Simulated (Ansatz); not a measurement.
# HfS2: lattice vibrations and screening, part 2 of 2

The task, for HfS2: get the zone-centre modes and read the electric field gradients at the nuclei.

Ansatz 0.2.0; DFT PBE+D3(BJ), scalar-relativistic, plane waves, PAW. The steps go on from the part before.

**3. Field gradients**

Contents of input.yaml:

```yaml
crystal:
  lattice:
    - [3.6060528972, 0.0, 0.0]
    - [-1.8030264486, 3.1229334163, 0.0]
    - [0.0, 0.0, 5.7685914368]
  atoms:
    - { symbol: Hf, position: [0.0, 0.0, 0.0] }
    - { symbol: S, position: [0.6666666667, 0.3333333333, 0.7475704891] }
    - { symbol: S, position: [0.3333333333, 0.6666666667, 0.2524295109] }
basis:
  ecutwfc: 420
kpoints:
  mp_grid: { grid: [9, 9, 6] }
hamiltonian:
  xc: pbe
  dispersion: d3bj
scf:
  occupations: { method: fixed }
output:
  forces: true
  stress: true
  eigenvalues: true
  efg: {}
checkpoint:
  read: start.run
  write: ck
  compress: false
  write_wavefunctions: false
  write_every: 100000
```

Command:

```bash
ansatz run input.yaml --threads 1 --pin off --max-ram 2560MiB --backend cpu --events-out ev --progress --plain --runs-dir out
```

What it wrote:

```text
Warning: RAYON_NUM_THREADS=1 ignored (pool sized by the plan → 1); use --threads N
Hf: output.efg is read without spin–orbit coupling, which moves field gradients at and beside such atoms by some per cent and up to a factor of two; PAW files take it under magnetization.noncollinear and magnetization.spin_orbit
Engine: ansatz 0.2.0, aarch64-unknown-linux-gnu
Pseudopotentials: kind: paw
Pseudopotential: Hf, paw, valence charge 26, recommended cutoff 420 eV (normal), Hf.paw.azcp
Pseudopotential: S, paw, valence charge 6, recommended cutoff 420 eV (normal), S.paw.azcp
Functional definition: PBE
  parameter kappa = 0.804
  parameter beta = 0.06672455060314922
  exchange = pbe_x(kappa = kappa, mu = beta*pi^2/3)
  correlation = pbe_c(beta = beta)
Crystal: 3 atoms, lattice volume = 64.963 Å³
Basis set: ecut = 420 eV, 1243 PW (Γ), exchange–correlation on 50×50×80 points (8 copies of the dense FFT grid, shifted against one another)
Bands: 23, of which v1, the nominal top of the filled ones, is band 19 counted from 1 (18 counted from 0)
Symmetry: 12 space group operations
Space group: P-3m1 (ITA 164), of the structure as read, at distance tolerance 4.0e-5 Å
k-points: 62 of 486
Non-local potential: Hf, projectors of the file, l = 0: 3, l = 1: 2, l = 2: 2, l = 3: 3
Non-local potential: S, projectors of the file, l = 0: 2, l = 1: 2, l = 2: 2
PAW form: soft (Blöchl's): semilocal exchange-correlation on the pseudo side does not see the compensation charge
PAW one-centre angular grid: Hf, 590 points (default); XC on 64 Gauss nodes
PAW one-centre angular grid: S, 110 points (default); XC on 64 Gauss nodes
Initial density: read from a saved state, or passed on in memory by an earlier SCF of this step, an earlier step, the calling program or the single point that the run made first
Initial wavefunctions: pseudopotential atomic-orbital guess
Functional: x = pbe(κ = 0.804, μ = 0.2195149727645171), c = pbe(β = 0.06672455060314922)
iter 1 solved again at ethr=2.94e-7 eV; its pass at ethr=3.10e-3 eV (dr2=1.12e-4 eV) is discarded
SCF iter   1: F=—  HF=-17531.163482 eV  |F-HF|=—  |Δ(HF+E_count)|=         —  Δρ=8.14e-7  dr2=1.17e-9  ethr=2.94e-7  ⟨swp⟩=3.0  Hψ=9215  notcnv=0  defer=120
eigensolver tolerance schedule: the retry pair's looser diagonalisation over-reported the residual by 95721.08 of it (diagonalisation noise at an unbounded share of the residual, at the tolerance the schedule requests for it); recorded, not acted on — ethr = c·dr2/N_el stays at c = 1.0e-1
preconditioner: auto → Resta (q_TF=auto, 2.495 Å⁻¹)  ε∞=5.6  [insulator: Δε(μ)=0.884 eV  Ē_g=11.754 eV  n_scr=22 (ndim 8)  ℏωp=25.2 eV  f_vac=0.045  ε∞_Penn≈5.6]
SCF iter   2: F=—  HF=-17531.163480 eV  |F-HF|=—  |Δ(HF+E_count)|=   1.83e-6  Δρ=3.69e-7  dr2=2.81e-10  ethr=3.07e-12  ⟨swp⟩=7.3  Hψ=6863  notcnv=0
SCF iter   3: F=-17531.163480 eV  HF=-17531.163480 eV  |F-HF|=8.00e-11  |Δ(HF+E_count)|=  3.64e-11  Δρ=2.44e-7  dr2=1.14e-10  ethr=1.00e-12  ⟨swp⟩=1.4  Hψ=3128  notcnv=0
SCF 1 converged in 3 iterations: F = -17531.163480 eV  dr2 = 1.14e-10
SCF converged after 3 iterations
Free energy (F): -17531.163480 eV
Harris-Foulkes:  -17531.163480 eV  (|F-HF|=8.00e-11)
Internal energy: -17531.163480 eV  (E = F + TS)
E sigma→0 (E₀):  -17531.163480 eV
Fermi energy:    9.661694 eV
--- Per-component energies (eV) ---
  E_band       = -190.596277
  E_kinetic    = 635.151152
  E_local      = -8014.027394  (includes V_loc(G=0)·N_el)
  E_nonlocal   = -1186.765331
  E_hartree    = 3700.676942
  E_xc         = -494.424356
  E_vxc        = -441.243195  (∫ρ·V_xc dr)
  E_paw        = -8127.522431  (= ΣΔE_a)
  E_vpaw       = 1414.935168  (= ΣTr[D̂ρ^β])
  E_aug_tail   = 0.000002  (compensation charges beyond the density's cutoff)
  E_ewald      = -4043.229678
  E_disp       = -1.022386  (pairwise vdW)
  E_smearing   = -0.000000  (= −TS)
  E_closure    = -0.000000  (closes the sum)
  Σ components = -17531.163480   (vs F -17531.163480, Δ=0.00e0)
--- Forces (eV/Å), atoms counted from 1 ---
  atom   1  Hf    -0.00000000     0.00000000     0.00000000
  atom   2  S     -0.00000000     0.00000000    -0.00092632
  atom   3  S      0.00000000    -0.00000000     0.00092632
  max |Σ_I F_I| component: 2.17e-19 eV/Å
--- Stress (GPa, compression-positive) ---
        0.003976       0.000000       0.000000
        0.000000       0.003976       0.000000
        0.000000       0.000000      -0.003106
  P = ⅓ Tr σ = 0.0016 GPa (0.016 kbar)
--- PAW observables at the nuclei: V_zz in 10²¹ V/m², potentials from the cell's mean, atoms counted from 1 ---
  atom   1  Hf V_zz =    -3.046427   η = 0.0000   by run symmetry: allowed
            electrostatic potential = -14173.419464 V   contact ρ = none
  atom   2  S  V_zz =    -0.155323   η = 0.0000   by run symmetry: allowed
            electrostatic potential = -1636.184569 V   contact ρ = none
  atom   3  S  V_zz =    -0.155323   η = 0.0000   by run symmetry: allowed
            electrostatic potential = -1636.184569 V   contact ρ = none
--- Band table (eV; the first three rows and the last of 62) ---
  k-point 0: bands = ["-52.4545", "-21.1461", "-21.0306", "-21.0306", "-3.6883", "-2.5853", "-2.4122", "-2.3932", "-2.3932", "-2.3833", "-2.3833", "-2.3722", "-1.6850", "4.5841", "6.7540", "6.7540", "9.4849", "9.4849", "9.6617", "11.5128", "11.5128", "12.0662", "14.8208"]
  k-point 1: bands = ["-52.4545", "-21.1462", "-21.0307", "-21.0307", "-3.6276", "-2.6036", "-2.4122", "-2.3932", "-2.3932", "-2.3833", "-2.3833", "-2.3722", "-1.7819", "4.8272", "6.7674", "6.7674", "9.1578", "9.4391", "9.4391", "11.4988", "11.4988", "12.2044", "14.9462"]
  k-point 2: bands = ["-52.4545", "-21.1464", "-21.0306", "-21.0306", "-3.4779", "-2.6670", "-2.4122", "-2.3932", "-2.3932", "-2.3833", "-2.3833", "-2.3722", "-1.9711", "5.4411", "6.7950", "6.7950", "8.1788", "9.3494", "9.3494", "11.4705", "11.4705", "12.3381", "15.2173"]
  k-point 61: bands = ["-52.4464", "-21.1745", "-21.1745", "-21.0996", "-2.5063", "-2.5063", "-2.3998", "-2.3994", "-2.3915", "-2.3915", "-2.3765", "-1.9159", "-1.9159", "5.7225", "5.7225", "5.8123", "7.1946", "7.6991", "7.6991", "12.3672", "12.8140", "12.8140", "15.8887"]
```

It took 5.3 s on 1 thread of an Arm CPU, shared host; peak memory 0.43 GiB.

One row a distinct site:

```csv
atom,V_zz (10²¹ V/m²),η
Hf1,-3.05,0.00
S2,-0.155,0.00
```

**4. Outcome**

What follows sums up all 2 parts.

| quantity | value |
| --- | --- |
| optical modes at Γ (without the LO field) | 150 to 331 cm⁻¹ |
| ε∞, principal values | 5.79, 10.66, 10.66 |
| ε0 with the ions free | 6.5, 42.4, 42.4 |
| mean Born charges | Hf +5.13, S -2.56 e |
| LO modes for q along x | 300 cm⁻¹ |
| largest V_zz, in size | 3.05 ×10²¹ V/m² at Hf |

What this shows: No zone-centre mode is imaginary. That tests stability at Γ alone. Of the static screening, 70 % comes from the ions' motion. The log warns that the force constants on this k mesh, and the frequencies and static response formed from them, are not converged. Measured lines, each beside the nearest calculated frequency (matched by position alone): 261 measured, 257 calculated; 337 measured, 331 calculated cm⁻¹; the first is 260.8 cm⁻¹ (300 K; “The effect of temperature and excitation energy on Raman scattering in bulk HfS2”, 2022, arxiv:2212.05924). The largest field gradient is at Hf1 (-3.05 ×10²¹ V/m²); where the nucleus has a quadrupole moment, the product sets the coupling seen in NMR or NQR. η is zero at all sites: each lies on an axis of threefold or higher symmetry, or has no gradient. Spin-orbit coupling is left out, which matters for gradients at heavy nuclei. These runs have no spin-orbit coupling; with Hf it would split and shift bands.
